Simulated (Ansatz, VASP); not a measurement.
**One calculation of ZrO2, two programs**

```
Zr O
1.0
     0.00000    2.51068    2.51068
     2.51068    0.00000    2.51068
     2.51068    2.51068    0.00000
Zr O
1 2
Cartesian
  0.0000 0.0000 0.0000
  3.7660 3.7660 3.7660
  1.2553 1.2553 1.2553
```

Change from the starting cell: volume scaled by 0.96.

Alike in both runs: task single point; functional PBE; k mesh 9 × 9 × 9; occupations fermi-dirac, width 0.05 eV; no spin polarisation.

```csv
,VASP,Ansatz
version,VASP 6.6.1,Ansatz 0.2.0
potentials or method,"VASP PAW PBE potentials, release 64 (Zr_sv, O)",Ansatz PAW
plane-wave cutoff (eV),520,420
valence electrons in the cell,24,24
```

|  | VASP | Ansatz | Ansatz less VASP |
| --- | --- | --- | --- |
| gap on the k mesh at the Fermi level (eV) | 3.52 | 3.52 | +0.008 |
| least direct gap on the mesh (eV) | 4.01 | 4.02 | +0.009 |
| pressure (GPa) | 15.3 | 14.9 | -0.38 |

The functional is the same, so the differences come from potentials, cutoffs and numerics.

Caveats: an odd mesh through Γ misses points on the zone boundary, where band edges often lie (VASP); odd divisions of the mesh miss points on the zone boundary, where band edges often lie, so the gap on the mesh can be too wide (Ansatz); the pressure holds a Pulay correction of +0.7 GPa for the finite cutoff (Ansatz).
